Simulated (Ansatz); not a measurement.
PbS:

```
Pb S
1.0
     2.11266    1.21975    3.45192
    -2.11266    1.21975    3.45192
     0.00000   -2.43949    3.45192
Pb S
1 1
Cartesian
  0.0000 0.0000 10.1545
  0.0000 0.0000 4.9193
```

The cell is a database's computed one.

```yaml
Program: Ansatz 0.2.0
Task: relaxation of cell and atoms
Functional: HF
Potentials_or_basis: Ansatz PAW
Cutoff: "420 eV (not typed: the program's choice for these potentials)"
k_mesh: 4 × 4 × 4
Occupations: fermi-dirac, width 0.05 eV
Spin: no spin polarisation
```

At the start: volume 26.69 Å³/atom.

Question: How do energy, volume and symmetry change on relaxing?

Answer: It ends after 14 steps and the volume is 32.07 Å³/atom (+20.2 %); space group R3m (No. 160, to 0.05 Å).

Step by step:
| step | energy change (eV) | largest force (eV/Å) | volume (Å³) |
| --- | --- | --- | --- |
| 1 | 0.0000 | 0.0206 | 53.37 |
| 2 | -0.0937 | 0.0968 | 61.49 |
| 3 | -0.1074 | 0.0932 | 59.65 |
| 4 | -0.1103 | 0.1084 | 59.15 |
| 5 | -0.1198 | 0.0789 | 57.54 |
| 6 | -0.1523 | 0.0824 | 59.47 |
| 7 | -0.1742 | 0.0818 | 61.88 |
| 8 | -0.1787 | 0.0306 | 63.04 |
| 9 | -0.1791 | 0.0005 | 63.48 |
| 10 | -0.1791 | 0.0011 | 63.59 |
| 11 | -0.1854 | 0.0001 | 63.59 |
| 12 | -0.1857 | 0.0020 | 63.98 |
| 13 | -0.1857 | 0.0019 | 64.14 |
| 14 | -0.1859 | 0.0017 | 64.14 |

Final structure:
```
Pb S
1.0
     2.14541    1.23866    4.02286
    -2.14541    1.23866    4.02286
     0.00000   -2.47731    4.02286
Pb S
1 1
Direct
  0.00452 0.00452 0.00452
  0.45108 0.45108 0.45108
```

Caveat: the k mesh is coarse (spacing up to 0.46 Å⁻¹), so the values aren't converged, least of all with exact exchange; the volume moved by over 15 % at a fixed basis, so the end points are rough; the plane-wave basis is chosen anew once the cell has moved, so the energies of steps on either side of that aren't comparable; the PAW data sets come from PBE, with cores solved anew for the run's functional, which leaves a small shift of forces and pressure.
